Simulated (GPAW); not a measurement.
A run of GPAW 26.7.0 is set up as follows.

run.py

```python
from ase.dft.bandgap import bandgap
from ase.io import read, write
from ase.units import Bohr, GPa
from gpaw import GPAW, PW
from gpaw.elf import elf_from_dft_calculation

atoms = read('Te.xyz')

calc = GPAW(mode=PW(600),
            xc='PBE',
            kpts={'size': (7, 7, 5), 'gamma': True},
            occupations={'name': 'methfessel-paxton', 'order': 0, 'width': 0.03},
            nbands=19,
            convergence={'density': 1e-05, 'energy': 1e-05},
            maxiter=150,
            txt='gpaw.txt')
atoms.calc = calc
energy = atoms.get_potential_energy()
forces = atoms.get_forces()
stress = atoms.get_stress()
calc.write('gs.gpw')
write('result.traj', atoms)
print(f'Energy: {energy:.6f} eV')
print('Forces (eV/A):')
print(forces.round(4))
print('Stress (GPa):', (stress / GPa).round(3))
print('Fermi level:', round(calc.get_fermi_level(), 4), 'eV')
print(f'Gap: {bandgap(calc)[0]:.4f} eV, direct: {bandgap(calc, direct=True)[0]:.4f} eV')

# fields on the real-space grid
write('density.cube', atoms, data=calc.get_pseudo_density() * Bohr**3)
write('potential.cube', atoms, data=calc.get_electrostatic_potential())
write('elf.cube', atoms, data=elf_from_dft_calculation(calc).data)
```

Te.xyz

```xyz
3
Lattice="4.4540000000 0.0000000000 0.0000000000 -2.2270000000 3.8572771485 0.0000000000 0.0000000000 0.0000000000 5.9240000000" Properties=species:S:1:pos:R:3 pbc="T T T"
Te     1.6279370000      2.8196695956      0.0000000000
Te    -0.5990630000      1.0376075529      3.9493333335
Te     1.1981260000      0.0000000000      1.9746666665
```

Potentials or basis: GPAW PAW data sets (gpaw-data 1.2.1), pw.

The run is started by

```sh
$ OMP_NUM_THREADS=1 python run.py
```

Q: What does it give for the band gap on the k mesh?

A: 0.63 eV, indirect (least direct gap 0.78 eV).

Q: What does it give for the largest force?

A: 0.111 eV/Å.

Forces in eV/Å, atoms in the order of the input:
```
Te  -0.055 -0.096  0.000
Te  -0.055  0.096  0.000
Te   0.111  0.000  0.000
```

Caveat: spin-orbit coupling is left out, which moves the levels of the heavy elements; an odd mesh through Γ misses points on the zone boundary, where band edges often lie.
